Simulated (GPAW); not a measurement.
Write an ASE script for GPAW 26.7.0 that does the following.

```yaml
Task: relaxation of cell and atoms
Functional: PBEsol
Dispersion: D3
Potentials_or_basis: PAW data sets generated in the run's folder for this functional
Cutoff: 600 eV
Basis: pw
k_mesh: 9 × 9 × 5
Occupations: fermi-dirac, width 0.05 eV
Spin: no spin polarisation
Maxiter: 150
Optimizer: BFGS
Fmax: 0.02 eV/Å
Max_steps: 60
Convergence: density=1e-05 forces=0.0001
```

Crystal: Ta.

```
CELL_PARAMETERS angstrom
2.90037 0.00000 0.00000
-1.45019 2.51180 0.00000
0.00000 0.00000 5.16627
ATOMIC_POSITIONS crystal
Ta 0.33333 0.66667 0.25000
Ta 0.66667 0.33333 0.75000
```

This isn't the form of Ta at room conditions, which is bcc.

These files were run (other wordings do the same):

run.py

```python
from ase import Atoms
from ase.calculators.mixing import SumCalculator
from ase.filters import FrechetCellFilter
from ase.io import write
from ase.optimize import BFGS
from dftd3.ase import DFTD3
from gpaw import GPAW, PW, setup_paths

setup_paths.insert(0, '.')

atoms = Atoms(['Ta', 'Ta'],
              cell=[[2.9003720726, 0.0, 0.0],
                    [-1.4501860363, 2.5117958953, 0.0],
                    [0.0, 0.0, 5.166274]],
              scaled_positions=[[0.3333333333, 0.6666666667, 0.25],
                                [0.6666666667, 0.3333333333, 0.75]],
              pbc=True)

calc = GPAW(mode=PW(600),
            xc='PBEsol',
            kpts={'size': (9, 9, 5), 'gamma': True},
            occupations={'name': 'fermi-dirac', 'width': 0.05},
            nbands=26,
            convergence={'density': 1e-05, 'forces': 0.0001},
            maxiter=150,
            txt='gpaw.txt')
atoms.calc = SumCalculator([calc, DFTD3(method='pbesol', damping='d3zero')])
opt = BFGS(FrechetCellFilter(atoms), trajectory='relax.traj', logfile='-')
done = opt.run(fmax=0.02, steps=60)
calc.write('gs.gpw')
write('result.traj', atoms)
print('Converged:', done)
print('Cell:', atoms.cell.cellpar().round(4))
print('Volume:', round(atoms.get_volume(), 4))
print(atoms.get_scaled_positions().round(5))
```

Potentials or basis: PAW data sets generated in the run's folder for this functional, pw.

Run with:

```sh
$ gpaw-setup -f PBEsol Ta
$ OMP_NUM_THREADS=1 python run.py
```

It gave:

* Relaxed volume: 17.69 Å³/atom
* Relaxed cell: a = 2.831 Å, b = 2.831 Å, c = 5.097 Å, α = 90.00°, β = 90.00°, γ = 120.00°
* Space group after relaxing (to 0.05 Å): P6_3/mmc (No. 194)
* Energy gained by relaxing: 46.3 meV/atom
* Ionic steps: 6
* Pressure after relaxing: -0.1 GPa
* Band gap on the k mesh: none (metal or under the smearing width)
* Dispersion energy per atom: -0.489 eV

Caveat: later steps reuse the first step's grids; pairwise dispersion overbinds metals, which lowers pressure and volume.

Run time: 2.3 min on 1 thread of Arm Neoverse V2, on a shared host, peak memory 0.27 GiB.
